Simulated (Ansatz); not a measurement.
# BN (hexagonal boron nitride): the cost of one run

Method: DFT LDA, scalar-relativistic, plane waves, PAW, in Ansatz 0.2.0.

## Step 1: The starting structure

Symmetry: P6_3/mmc, No. 194, hexagonal system. The conventional cell has a = 2.504 Å, b = 2.504 Å, c = 6.661 Å, α = 90.00°, β = 90.00°, γ = 120.00°. Around B (site symmetry -6m2) lie 3 N at 1.45 Å. Around N (site symmetry -6m2) lie 3 B at 1.45 Å.

As a file:

```
CELL_PARAMETERS angstrom
2.50400 0.00000 0.00000
-1.25200 2.16853 0.00000
0.00000 0.00000 6.66100
ATOMIC_POSITIONS crystal
B 0.33333 0.66667 0.25000
N 0.66667 0.33333 0.25000
N 0.33333 0.66667 0.75000
B 0.66667 0.33333 0.75000
```

## Step 2: Relaxing cell and atoms: BN (hexagonal boron nitride), no spin

File input.yaml:

```yaml
crystal:
  lattice:
    - [2.504, 0.0, 0.0]
    - [-1.252, 2.1685276111, 0.0]
    - [0.0, 0.0, 6.661]
  atoms:
    - { symbol: B, position: [0.3333333333, 0.6666666667, 0.25] }
    - { symbol: "N", position: [0.6666666667, 0.3333333333, 0.25] }
    - { symbol: "N", position: [0.3333333333, 0.6666666667, 0.75] }
    - { symbol: B, position: [0.6666666667, 0.3333333333, 0.75] }
scf:
  occupations: { method: fixed }
output:
  forces: true
  stress: true
  eigenvalues: true
  write_density: true
  write_potential: true
  elf: true
  volumetric_format: npy
hamiltonian:
  xc: lda
kpoints:
  mp_grid: { grid: [12, 12, 4] }
basis:
  ecutwfc: 560
relax:
  f_tol: 0.002
  max_steps: 60
  cell: { stress_tol: 0.005 }
```

Launch:

```sh
$ ansatz run input.yaml --threads 4 --pin off --max-ram 8192MiB --backend cpu --events-out ev --progress --plain --runs-dir out
```

Q: Estimate wall time and peak memory on 4 threads of Intel Xeon 6975P-C (Granite Rapids), shared host.

About 2 s, with a peak of 0.41 GiB.
